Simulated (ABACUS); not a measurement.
The system is Ni.

```
Ni
1.0
     0.00000    1.73757    1.73757
     1.73757    0.00000    1.73757
     1.73757    1.73757    0.00000
Ni
1
Cartesian
  0.0000 0.0000 0.0000
```

Base run:

```yaml
Program: ABACUS 3.10.1
Functional: WC
Potentials_or_basis: GBRV ultrasoft 1.5 PBE
Cutoff: 544 eV
Density_cutoff: 4354 eV
Basis: plane waves
k_mesh: 10 × 10 × 10
Occupations: fermi-dirac, width 0.05 eV
Spin: collinear spin, ferromagnetic start
Starting_moments: "[1.0] μB"
```

Its results: band gap on the k mesh none (metal or under the smearing width); pressure -35.5 GPa; net moment 0.00 μB per cell.

Q: The run is repeated on the same cell with these changes: functional from WC to AM05; potentials or basis from GBRV ultrasoft 1.5 PBE to PseudoDojo NC SR 0.4.1 PBEsol standard; cutoff from 544 eV to 1333 eV; density cutoff from 4354 eV to 5333 eV. What comes out?

A: Band gap on the k mesh none (metal or under the smearing width); pressure -4.1 GPa; net moment 0.71 μB per cell.

Caveats: the potentials were made for another functional, which shifts forces and pressure; a pressure of tens of GPa on the cell as given is suspect, and the run, the potentials or the cell itself is likely at fault (some runs).
